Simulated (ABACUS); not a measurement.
PbS (Galena) under changes of volume

One of the cells (26.086 Å³/atom); the others are scaled copies at fixed shape and fractional positions:

```
CELL_PARAMETERS angstrom
0.00000 2.96575 2.96575
2.96575 0.00000 2.96575
2.96575 2.96575 0.00000
ATOMIC_POSITIONS crystal
Pb 0.00000 0.00000 0.00000
S 0.50000 0.50000 0.50000
```

* Program: ABACUS 3.10.1
* Functional: PBE
* Potentials or basis: PseudoDojo NC SR 0.4.1 PBE standard
* Cutoff: 1361 eV
* Density cutoff: 5442 eV
* Basis: TZDP LCAO (the cutoffs set its grid)
* k mesh: 8 × 8 × 8
* Occupations: fermi-dirac, width 0.05 eV
* Spin: no spin polarisation

```csv
volume (Å³/atom),energy over the lowest point (meV/atom),pressure (GPa),gap on the mesh (eV)
24.521,?,?,?
25.042,31.10,5.1,0.23
25.564,16.94,3.6,0.31
26.086,7.35,2.3,0.39
26.607,1.84,1.1,0.46
27.129,0.00,0.0,0.52
27.651,1.51,-0.9,0.58
```

What does the run at 24.521 Å³/atom give?

Energy over the lowest point 50.25 meV/atom; pressure 6.7 GPa; gap on the mesh 0.14 eV.

Worked out: A Birch-Murnaghan fit of order 3 (a polynomial in V^(-2/3)) to the other rows has its minimum at 27.15 Å³/atom with B0 = V·E''(V) = 53 GPa and B' = 4.4. It gives 50.25 meV/atom at 24.521 Å³/atom, against the run's 50.25, and -dE/dV = 6.7 GPa, against 6.7. A straight line through the other rows of the gap, of slope 3.54 eV per unit of ln V (its deformation potential), extrapolates to 0.16 eV, against the run's 0.14.

Energies are extrapolated to zero smearing.

Caveats: the atomic orbitals were generated for these runs and aren't a published set; spin-orbit coupling is left out, which as a rule narrows the gap of such compounds by several tenths of an eV; the basis of atomic orbitals isn't converged, which shifts pressures, moduli and gaps.

A mesh can miss the band edges.
